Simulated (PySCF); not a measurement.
Published values to compare with (the computed states carry no symmetry labels, so the two lists aren't matched line by line):

```json
{"state": "3A2(n→π*)", "E (eV)": "4.05", "f": "", "kind of transition": "vertical absorption", "source": "[1]"}
{"state": "3A2(n→π*)", "E (eV)": "4.13", "f": "", "kind of transition": "vertical absorption", "source": "[2]"}
{"state": "3A2(n→π*)", "E (eV)": "4.15", "f": "", "kind of transition": "band maximum or as reported", "source": "[3]"}
{"state": "1A2(n→π*)", "E (eV)": "4.40", "f": "", "kind of transition": "vertical absorption", "source": "[1]"}
{"state": "1A2(n→π*)", "E (eV)": "4.47", "f": "", "kind of transition": "vertical absorption", "source": "[2]"}
{"state": "1A2(n→π*)", "E (eV)": "4.48", "f": "", "kind of transition": "band maximum or as reported", "source": "[3]"}
{"state": "3A1(π→π*)", "E (eV)": "6.03", "f": "", "kind of transition": "vertical absorption", "source": "[1]"}
{"state": "3A1(π→π*)", "E (eV)": "6.25", "f": "", "kind of transition": "vertical absorption", "source": "[2]"}
{"state": "1B2(n→3s)", "E (eV)": "6.36", "f": "", "kind of transition": "band maximum or as reported", "source": "[3]"}
{"state": "1B2(n→3s)", "E (eV)": "6.46", "f": "0.000", "kind of transition": "vertical absorption", "source": "[2]"}
{"state": "1A2(n→3p)", "E (eV)": "7.36", "f": "", "kind of transition": "band maximum or as reported", "source": "[3]"}
{"state": "1A1(n→3p)", "E (eV)": "7.41", "f": "", "kind of transition": "band maximum or as reported", "source": "[3]"}
{"state": "1B2(n→3p)", "E (eV)": "7.45", "f": "", "kind of transition": "band maximum or as reported", "source": "[3]"}
{"state": "1A2(n→3p)", "E (eV)": "7.47", "f": "", "kind of transition": "vertical absorption", "source": "[2]"}
{"state": "1A1(n→3p)", "E (eV)": "7.51", "f": "0.004", "kind of transition": "vertical absorption", "source": "[2]"}
{"state": "1B2(n→3p)", "E (eV)": "7.62", "f": "0.029", "kind of transition": "vertical absorption", "source": "[2]"}
{"state": "1B1(σ→π*)", "E (eV)": "9.17", "f": "", "kind of transition": "vertical absorption", "source": "[1]"}
{"state": "1A1(π→π*)", "E (eV)": "9.65", "f": "", "kind of transition": "vertical absorption", "source": "[1]"}
```

[1] computed, CC3/TZVP, gas; arXiv:2401.06101 (2024), CC3 reference column of Thiel's set
[2] computed, theoretical best estimate (aug-cc-pVTZ, frozen core, CC3 geometry), gas; Veril, Scemama, Caffarel, Lipparini, Boggio-Pasqua, Jacquemin, Loos, WIREs Comput. Mol. Sci. 2021, 11, e1517 (QUESTDB)
[3] measured, gas; Loos, Lipparini, Boggio-Pasqua, Scemama, Jacquemin (2019), arXiv:1912.04173, literature columns

Species: acetone, C3H6O.
InChI=1S/C3H6O/c1-3(2)4/h1-2H3

The calculation used PySCF 2.14.0, density-fitted response routines, TDDFT wB97X-D/def2-SVPD, vertical, gas phase, core orbitals frozen in the response. Geometry: GFN2-xTB; no solvent, vibrations or thermal averaging.

Computed singlets: 4.55 eV (f 0.000); 7.25 eV (f 0.032); 8.61 eV (f 0.024); 8.76 eV (f 0.003 summed over 2 states); 9.09 eV (f 0.001); 9.12 eV (f 0.002) [of 8 roots; the last level is left out, as the window may have cut its degenerate partner]. Computed triplets (Tamm–Dancoff): 4.01, 6.22, 7.16 eV.

Task: How does the lowest computed singlet compare with the best estimate listed for the lowest singlet (vertical absorption)?

Result: 4.55 eV against 4.47 eV for 1A2(n→π*) [2]: a difference of +0.08 eV. Geometry and basis of the two calculations needn't be the same.

Task: How does the lowest computed triplet compare with the best estimate listed for the lowest triplet (vertical absorption)?

Result: 4.01 eV against 4.13 eV for 3A2(n→π*) [2]: a difference of -0.12 eV. Geometry and basis of the two calculations needn't be the same.

A measured band maximum holds vibronic effects and, in solution, solvent shifts, so it needn't equal the vertical energy.
